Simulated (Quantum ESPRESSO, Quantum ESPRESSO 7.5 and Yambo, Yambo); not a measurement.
**A GW chain in Yambo: InP (F-43m)**

How does a plane-wave GW calculation on InP (F-43m) run from the first input to the gap?

Calculated with Quantum ESPRESSO 7.5 and Yambo 5.3.0; PBE and many-body steps on it, plane waves.

The database entry behind the starting cell differs from later determinations by our own check (0.1 to 0.3 % short, probably kX units), so it need not match the best structure at ambient conditions.

## (1) Starting point

It takes space group F-43m (No. 216, cubic). Conventional cell: a = 5.861 Å, b = 5.861 Å, c = 5.861 Å, α = 90.00°, β = 90.00°, γ = 90.00°. In has 4 P at 2.54 Å nearest. Nearest to P lie 4 In at 2.54 Å. Farther neighbours are not listed.

The cell and positions come from the Crystallography Open Database and are kept as given unless a step says otherwise.

## (2) Ground state

This step: Quantum ESPRESSO 7.5; DFT, PBE with spin-orbit coupling, plane waves, norm-conserving pseudopotentials.

The ground-state density comes first.

Input file pw.in:

```
&control
  calculation = 'scf'
  prefix = 'x'
  outdir = 'o'
  pseudo_dir = 'pseudo'
/
&system
  ibrav = 0
  nat = 2
  ntyp = 2
  ecutwfc = 80.0
  nbnd = 36
  force_symmorphic = .true.
  noncolin = .true.
  lspinorb = .true.
/
&electrons
  conv_thr = 1e-10
  electron_maxstep = 80
  mixing_beta = 0.5
/
ATOMIC_SPECIES
  In 114.82 In.upf
  P 30.974 P.upf
CELL_PARAMETERS angstrom
  0.0000000000 2.9305000000 2.9305000000
  2.9305000000 -0.0000000000 2.9305000000
  2.9305000000 2.9305000000 0.0000000000
ATOMIC_POSITIONS crystal
  In 0.0000000000 0.0000000000 0.0000000000
  P 0.2500000000 0.2500000000 0.2500000000
K_POINTS automatic
  6 6 6 0 0 0
```

Command:

```
> OMP_NUM_THREADS=1 mpirun -n 4 pw.x -nk 4 -in pw.in > pw.out
```

What it wrote:

```text
Program PWSCF v.7.5 starts

     This program is part of the open-source Quantum ESPRESSO suite
     for quantum simulation of materials; please cite
         "P. Giannozzi et al., J. Phys.:Condens. Matter 21 395502 (2009);
         "P. Giannozzi et al., J. Phys.:Condens. Matter 29 465901 (2017);
         "P. Giannozzi et al., J. Chem. Phys. 152 154105 (2020);
     in publications or presentations arising from this work. More details at
     Message from routine setup:
     using ibrav=0 with symmetry is DISCOURAGED, use correct ibrav instead

     G-vector sticks info

     bravais-lattice index     =            0
     lattice parameter (alat)  =       7.8317  a.u.
     unit-cell volume          =     339.6658 (a.u.)^3
     number of atoms/cell      =            2
     number of atomic types    =            2
     number of electrons       =        26.00
     number of Kohn-Sham states=           36
     kinetic-energy cutoff     =      80.0000  Ry
     charge density cutoff     =     320.0000  Ry
     scf convergence threshold =      1.0E-10
     mixing beta               =       0.5000
     number of iterations used =            8  plain     mixing
     Exchange-correlation= PBE
                           (   1   4   3   4   0   0   0)
     Non magnetic calculation with spin-orbit

     celldm(1)=   7.831692  celldm(2)=   0.000000  celldm(3)=   0.000000
     celldm(4)=   0.000000  celldm(5)=   0.000000  celldm(6)=   0.000000

     crystal axes: (cart. coord. in units of alat)
               a(1) = (   0.000000   0.707107   0.707107 )
               a(2) = (   0.707107  -0.000000   0.707107 )
               a(3) = (   0.707107   0.707107   0.000000 )

     reciprocal axes: (cart. coord. in units 2 pi/alat)
               b(1) = ( -0.707107  0.707107  0.707107 )
               b(2) = (  0.707107 -0.707107  0.707107 )
               b(3) = (  0.707107  0.707107 -0.707107 )
     Pseudo is Norm-conserving + core correction, Zval = 21.0
     Generated using ONCVPSP code by D. R. Hamann
     Using radial grid of 1986 points, 10 beta functions with:
     Pseudo is Norm-conserving + core correction, Zval =  5.0
     Generated using ONCVPSP code by D. R. Hamann
     Using radial grid of 1298 points, 10 beta functions with:
     In               21.00   114.82000     In( 1.00)
     P                 5.00    30.97400     P ( 1.00)

     24 Sym. Ops. (no inversion) found

   Cartesian axes

     site n.     atom                  positions (alat units)
         1        In     tau(   1) = (   0.0000000   0.0000000   0.0000000  )
         2        P      tau(   2) = (   0.3535534   0.3535534   0.3535534  )

     number of k points=    16
                       cart. coord. in units 2pi/alat
        k(    1) = (   0.0000000   0.0000000   0.0000000), wk =   0.0046296
        k(    2) = (   0.1178511   0.1178511  -0.1178511), wk =   0.0370370
        k(    3) = (   0.2357023   0.2357023  -0.2357023), wk =   0.0370370
        k(    4) = (  -0.3535534  -0.3535534   0.3535534), wk =   0.0185185
        k(    5) = (   0.2357023   0.0000000  -0.0000000), wk =   0.0277778
        k(    6) = (   0.3535534   0.1178511  -0.1178511), wk =   0.1111111
        k(    7) = (  -0.2357023  -0.4714045   0.4714045), wk =   0.1111111
        k(    8) = (  -0.1178511  -0.3535534   0.3535534), wk =   0.1111111
        k(    9) = (   0.0000000  -0.2357023   0.2357023), wk =   0.0555556
        k(   10) = (   0.4714045   0.0000000  -0.0000000), wk =   0.0277778
     [... 4 further rows ...]
        k(   15) = (  -0.1178511  -0.3535534   0.5892557), wk =   0.1111111
        k(   16) = (  -0.7071068   0.2357023   0.0000000), wk =   0.0555556

     Dense  grid:    32743 G-vectors     FFT dimensions: (  45,  45,  45)

     Initial potential from superposition of free atoms

     starting charge      25.9959, renormalised to      26.0000
     Starting wfcs are   34 randomized atomic wfcs +    2 random wfcs

     per-process dynamical memory:    63.7 Mb

     Self-consistent Calculation

     iteration #  1     ecut=    80.00 Ry     beta= 0.50

     Threshold (ethr) on eigenvalues was too large:
     Diagonalizing with lowered threshold

     total energy              =    -412.70423301 Ry
     estimated scf accuracy    <       0.10708003 Ry

     iteration #  2     ecut=    80.00 Ry     beta= 0.50

     total energy              =    -412.72743752 Ry
     estimated scf accuracy    <       0.00820091 Ry

     iteration #  3     ecut=    80.00 Ry     beta= 0.50

     total energy              =    -412.72827234 Ry
     estimated scf accuracy    <       0.00140445 Ry

     iteration #  4     ecut=    80.00 Ry     beta= 0.50

     total energy              =    -412.72832115 Ry
     estimated scf accuracy    <       0.00002978 Ry

     iteration #  5     ecut=    80.00 Ry     beta= 0.50

     total energy              =    -412.72832896 Ry
     estimated scf accuracy    <       0.00000138 Ry

     iteration #  6     ecut=    80.00 Ry     beta= 0.50

     total energy              =    -412.72832944 Ry
     estimated scf accuracy    <       0.00000022 Ry

     iteration #  7     ecut=    80.00 Ry     beta= 0.50

     total energy              =    -412.72832949 Ry
     estimated scf accuracy    <          3.0E-09 Ry

     iteration #  8     ecut=    80.00 Ry     beta= 0.50

     total energy              =    -412.72832949 Ry
     estimated scf accuracy    <          6.0E-10 Ry

     iteration #  9     ecut=    80.00 Ry     beta= 0.50

     End of self-consistent calculation

          k = 0.0000 0.0000 0.0000 (  4111 PWs)   bands (ev):

  -106.6214-106.6214 -69.7287 -69.7287 -63.0840 -63.0840 -63.0840 -63.0840
    -6.3232  -6.3232  -6.3232  -6.3232  -5.5407  -5.5407  -5.4382  -5.4382
    -5.4382  -5.4382  -3.1994  -3.1994   8.2509   8.2509   8.3498   8.3498
     8.3498   8.3498   9.0305   9.0305  12.0975  12.0975  12.5536  12.5536
    12.5536  12.5536  16.9162  16.9163

          k = 0.1179 0.1179-0.1179 (  4095 PWs)   bands (ev):

  -106.6214-106.6214 -69.7287 -69.7287 -63.0841 -63.0841 -63.0840 -63.0840
    -6.3276  -6.3276  -6.3246  -6.3159  -5.5441  -5.5441  -5.4511  -5.4511
    -5.4331  -5.4223  -2.8852  -2.8852   6.1343   6.1343   7.9698   7.9698
     8.0476   8.0607  10.1184  10.1184  12.6054  12.6054  12.9105  12.9105
    12.9800  12.9845  16.9125  16.9260

          k = 0.2357 0.2357-0.2357 (  4128 PWs)   bands (ev):

  -106.6214-106.6214 -69.7288 -69.7288 -63.0842 -63.0842 -63.0841 -63.0841
    -6.3391  -6.3391  -6.3193  -6.3107  -5.5468  -5.5468  -5.4723  -5.4723
    -5.4109  -5.4002  -2.0760  -2.0760   3.7537   3.7537   7.4865   7.4865
     7.5867   7.5981   9.9733   9.9733  13.0721  13.0721  13.2804  13.2851
    14.6040  14.6040  17.2344  17.2348

          k =-0.3536-0.3536 0.3536 (  4092 PWs)   bands (ev):

     [... further k-points ...]

     highest occupied, lowest unoccupied level (ev):     8.3498    9.0305

!    total energy              =    -412.72832949 Ry
     estimated scf accuracy    <          4.7E-12 Ry

     The total energy is the sum of the following terms:
     one-electron contribution =    -293.21607450 Ry
     hartree contribution      =     148.89131236 Ry
     xc contribution           =     -60.29433362 Ry
     ewald contribution        =    -208.10923374 Ry

     convergence has been achieved in   9 iterations

     XML data file, charge density, pseudopotentials, collected wavefunctions

=------------------------------------------------------------------------------=
   JOB DONE.
=------------------------------------------------------------------------------=
```

Run time: 25 s. Hardware: 4 MPI ranks of Intel Xeon Platinum 8259CL at 2.50GHz (Skylake/Cascade Lake), shared host; peak memory 0.53 GiB; 99 s of CPU time.

This step gave:

```yaml
total_energy: -5615.4550 eV
gap: 0.6808 eV
k_of_the_valence_top: 0, 0, 0
k_of_the_conduction_bottom: 0, 0, 0
least_direct_gap: 0.6808 eV
```

The gap is direct, at Γ.

## (3) Bands along the symmetry lines

The cheap functional maps the bands first; the places of the edges decide which points the dearer methods must see.

Input file pw.in:

```
&control
  calculation = 'bands'
  prefix = 'x'
  outdir = 'o'
  pseudo_dir = 'pseudo'
/
&system
  ibrav = 0
  nat = 2
  ntyp = 2
  ecutwfc = 80.0
  nbnd = 38
  force_symmorphic = .true.
  noncolin = .true.
  lspinorb = .true.
/
&electrons
  conv_thr = 1e-9
  electron_maxstep = 80
  diago_full_acc = .true.
  diago_thr_init = 5e-6
/
ATOMIC_SPECIES
  In 114.82 In.upf
  P 30.974 P.upf
CELL_PARAMETERS angstrom
  0.0000000000 2.9305000000 2.9305000000
  2.9305000000 -0.0000000000 2.9305000000
  2.9305000000 2.9305000000 0.0000000000
ATOMIC_POSITIONS crystal
  In 0.0000000000 0.0000000000 0.0000000000
  P 0.2500000000 0.2500000000 0.2500000000
K_POINTS crystal
  50
  0.00000000 0.00000000 0.00000000 1
  -0.06250000 -0.06250000 0.00000000 1
  -0.12500000 -0.12500000 0.00000000 1
  -0.18750000 -0.18750000 0.00000000 1
  -0.25000000 -0.25000000 0.00000000 1
  -0.31250000 -0.31250000 0.00000000 1
  -0.37500000 -0.37500000 0.00000000 1
  -0.43750000 -0.43750000 0.00000000 1
  -0.50000000 -0.50000000 0.00000000 1
  -0.48437500 -0.48437500 0.03125000 1
  -0.46875000 -0.46875000 0.06250000 1
  -0.45312500 -0.45312500 0.09375000 1
  -0.43750000 -0.43750000 0.12500000 1
  -0.42187500 -0.42187500 0.15625000 1
  -0.40625000 -0.40625000 0.18750000 1
  -0.39062500 -0.39062500 0.21875000 1
  -0.37500000 -0.37500000 0.25000000 1
  -0.37500000 0.00000000 0.37500000 1
  -0.32812500 0.00000000 0.32812500 1
  -0.28125000 0.00000000 0.28125000 1
  -0.23437500 0.00000000 0.23437500 1
  -0.18750000 0.00000000 0.18750000 1
  -0.14062500 0.00000000 0.14062500 1
  -0.09375000 0.00000000 0.09375000 1
  -0.04687500 0.00000000 0.04687500 1
  0.00000000 0.00000000 0.00000000 1
  0.00000000 0.00000000 0.06250000 1
  0.00000000 0.00000000 0.12500000 1
  0.00000000 0.00000000 0.18750000 1
  0.00000000 0.00000000 0.25000000 1
  0.00000000 0.00000000 0.31250000 1
  0.00000000 0.00000000 0.37500000 1
  0.00000000 0.00000000 0.43750000 1
  -0.00000000 -0.00000000 0.50000000 1
  -0.06250000 -0.03125000 0.46875000 1
  -0.12500000 -0.06250000 0.43750000 1
  -0.18750000 -0.09375000 0.40625000 1
  -0.25000000 -0.12500000 0.37500000 1
  -0.31250000 -0.15625000 0.34375000 1
  -0.37500000 -0.18750000 0.31250000 1
  -0.43750000 -0.21875000 0.28125000 1
  -0.50000000 -0.25000000 0.25000000 1
  -0.50000000 -0.28125000 0.21875000 1
  -0.50000000 -0.31250000 0.18750000 1
  -0.50000000 -0.34375000 0.15625000 1
  -0.50000000 -0.37500000 0.12500000 1
  -0.50000000 -0.40625000 0.09375000 1
  -0.50000000 -0.43750000 0.06250000 1
  -0.50000000 -0.46875000 0.03125000 1
  -0.50000000 -0.50000000 0.00000000 1
```

What it wrote:

```text
[banner, memory and clock lines left out]
Program PWSCF v.7.5 starts

     Atomic positions and unit cell read from directory:
     o/x.save/

     Message from routine setup:
     using ibrav=0 with symmetry is DISCOURAGED, use correct ibrav instead

     G-vector sticks info

     bravais-lattice index     =            0
     lattice parameter (alat)  =       7.8317  a.u.
     unit-cell volume          =     339.6658 (a.u.)^3
     number of atoms/cell      =            2
     number of atomic types    =            2
     number of electrons       =        26.00
     number of Kohn-Sham states=           38
     kinetic-energy cutoff     =      80.0000  Ry
     charge density cutoff     =     320.0000  Ry
     Exchange-correlation= PBE
                           (   1   4   3   4   0   0   0)
     Non magnetic calculation with spin-orbit

     celldm(1)=   7.831692  celldm(2)=   0.000000  celldm(3)=   0.000000
     celldm(4)=   0.000000  celldm(5)=   0.000000  celldm(6)=   0.000000

     crystal axes: (cart. coord. in units of alat)
               a(1) = (   0.000000   0.707107   0.707107 )
               a(2) = (   0.707107  -0.000000   0.707107 )
               a(3) = (   0.707107   0.707107   0.000000 )

     reciprocal axes: (cart. coord. in units 2 pi/alat)
               b(1) = ( -0.707107  0.707107  0.707107 )
               b(2) = (  0.707107 -0.707107  0.707107 )
               b(3) = (  0.707107  0.707107 -0.707107 )
     Pseudo is Norm-conserving + core correction, Zval = 21.0
     Generated using ONCVPSP code by D. R. Hamann
     Using radial grid of 1986 points, 10 beta functions with:
     Pseudo is Norm-conserving + core correction, Zval =  5.0
     Generated using ONCVPSP code by D. R. Hamann
     Using radial grid of 1298 points, 10 beta functions with:
     In               21.00   114.82000     In( 1.00)
     P                 5.00    30.97400     P ( 1.00)

     24 Sym. Ops. (no inversion) found

   Cartesian axes

     site n.     atom                  positions (alat units)
         1        In     tau(   1) = (   0.0000000   0.0000000   0.0000000  )
         2        P      tau(   2) = (   0.3535534   0.3535534   0.3535534  )

     number of k points=    50
                       cart. coord. in units 2pi/alat
        k(    1) = (   0.0000000   0.0000000   0.0000000), wk =   0.0200000
        k(    2) = (   0.0000000   0.0000000  -0.0883883), wk =   0.0200000
        k(    3) = (   0.0000000   0.0000000  -0.1767767), wk =   0.0200000
[...]
[... 38 further rows ...]
        k(   49) = (   0.0441942  -0.0000000  -0.7071068), wk =   0.0200000
        k(   50) = (   0.0000000   0.0000000  -0.7071068), wk =   0.0200000

     Dense  grid:    32743 G-vectors     FFT dimensions: (  45,  45,  45)

     The potential is recalculated from file :
     o/x.save/charge-density

     Starting wfcs are   34 randomized atomic wfcs +    4 random wfcs

     Band Structure Calculation

     End of band structure calculation

          k = 0.0000 0.0000 0.0000 (  4111 PWs)   bands (ev):

  -106.6215-106.6215 -69.7287 -69.7287 -63.0840 -63.0840 -63.0840 -63.0840
    -6.3232  -6.3232  -6.3232  -6.3232  -5.5408  -5.5408  -5.4382  -5.4382
    -5.4382  -5.4382  -3.1994  -3.1994   8.2509   8.2509   8.3498   8.3498
     8.3498   8.3498   9.0305   9.0305  12.0975  12.0975  12.5536  12.5536
    12.5536  12.5536  16.9163  16.9163  17.7332  17.7332

          k = 0.0000 0.0000-0.0884 (  4103 PWs)   bands (ev):

  -106.6214-106.6214 -69.7287 -69.7287 -63.0841 -63.0841 -63.0841 -63.0841
[...]
12.7501  12.7501  17.0951  17.0951  17.2700  17.2700

          k = 0.0000 0.0000-0.1768 (  4100 PWs)   bands (ev):

  -106.6215-106.6215 -69.7287 -69.7287 -63.0841 -63.0841 -63.0841 -63.0841
[...]
13.2677  13.2677  16.1212  16.1212  17.8786  17.8786

          k = 0.0000 0.0000-0.2652 (  4084 PWs)   bands (ev):

[...]
k =-0.0000-0.0000-0.4419 (  4092 PWs)   bands (ev):

[...]
k =-0.0000-0.0000-0.6187 (  4100 PWs)   bands (ev):

[...]
k = 0.5303-0.0000-0.5303 (  4103 PWs)   bands (ev):

[...]
k = 0.3977-0.0000-0.3977 (  4101 PWs)   bands (ev):

[...]
k = 0.2652-0.0000-0.2652 (  4103 PWs)   bands (ev):

[...]
k = 0.0000 0.0000 0.0000 (  4111 PWs)   bands (ev):

[...]
k = 0.1326 0.0000-0.7071 (  4114 PWs)   bands (ev):

[...]
k = 0.0884-0.0000-0.7071 (  4118 PWs)   bands (ev):

[...]
k = 0.0442-0.0000-0.7071 (  4116 PWs)   bands (ev):

  -106.6215-106.6215 -69.7288 -69.7288 -63.0843 -63.0843 -63.0842 -63.0842
[...]
17.6275  17.7013  18.0158  18.0618  19.1721  19.1724

          k = 0.0000 0.0000-0.7071 (  4088 PWs)   bands (ev):

  -106.6214-106.6214 -69.7288 -69.7288 -63.0843 -63.0843 -63.0842 -63.0842
[...]
-5.3937  -5.3937  -0.8214  -0.8214   2.5711   2.5711   5.9449   5.9449
     6.0439   6.0439  10.0785  10.0785  10.5886  10.5886  17.5452  17.5452
    17.7558  17.7558  18.0280  18.0280  19.0959  19.0960

     XML data file, pseudopotentials, collected wavefunctions
```

Wall time 23 s (4 MPI ranks); peak memory 0.39 GiB.

This step gave:

```yaml
gap: 0.6808 eV
k_of_the_valence_top: 0, 0, 0
k_of_the_conduction_bottom: 0, 0, 0
least_direct_gap: 0.6808 eV
```

The gap is 0.681 eV, as in the run before at this level.

Electronic bands along the path, in eV, zero at the top of the highest filled band:

```tsv
point	band 23	band 24	band 25	band 26	band 27	band 28	band 29	band 30
Γ	0.00	0.00	0.00	0.00	0.68	0.68	3.75	3.75
halfway	-1.49	-1.49	-1.40	-1.40	2.45	2.45	3.10	3.10
X	-2.40	-2.40	-2.31	-2.31	1.73	1.73	2.24	2.24
halfway	-2.82	-2.75	-2.26	-2.25	2.00	2.01	2.83	2.86
U	-3.39	-3.29	-1.98	-1.97	2.32	2.33	4.35	4.37
jump to K	-3.39	-3.29	-1.98	-1.97	2.32	2.33	4.35	4.37
halfway	-2.09	-2.00	-0.61	-0.59	2.80	2.80	4.55	4.73
Γ	0.00	0.00	0.00	0.00	0.68	0.68	3.75	3.75
halfway	-0.64	-0.64	-0.55	-0.54	1.76	1.76	4.61	4.61
L	-1.06	-1.06	-0.95	-0.95	1.47	1.47	4.69	4.69
halfway	-2.77	-2.68	-1.70	-1.62	3.12	3.16	4.11	4.19
W	-3.07	-2.98	-2.93	-2.88	4.26	4.26	4.34	4.37
halfway	-2.78	-2.69	-2.64	-2.62	2.62	2.69	3.07	3.08
X	-2.40	-2.40	-2.31	-2.31	1.73	1.73	2.24	2.24
```

[end of part 1 of 3]

[Paths, hosts, dates, memory and timing lines, banners, echoed tables and standing remarks are left out of the program output.]

[Logs are printed without paths, hosts, clocks, repeated set-up lines and the standing remarks that a program may print on its own settings, such as how far it seeks lower states.]

[Runs of the session that timed out or met a known fault of the program may be left out.]

[Hosts, paths, dates, database ids (printed as entryN), source tags and the programs' standing remarks are cut or masked in the printed files.]
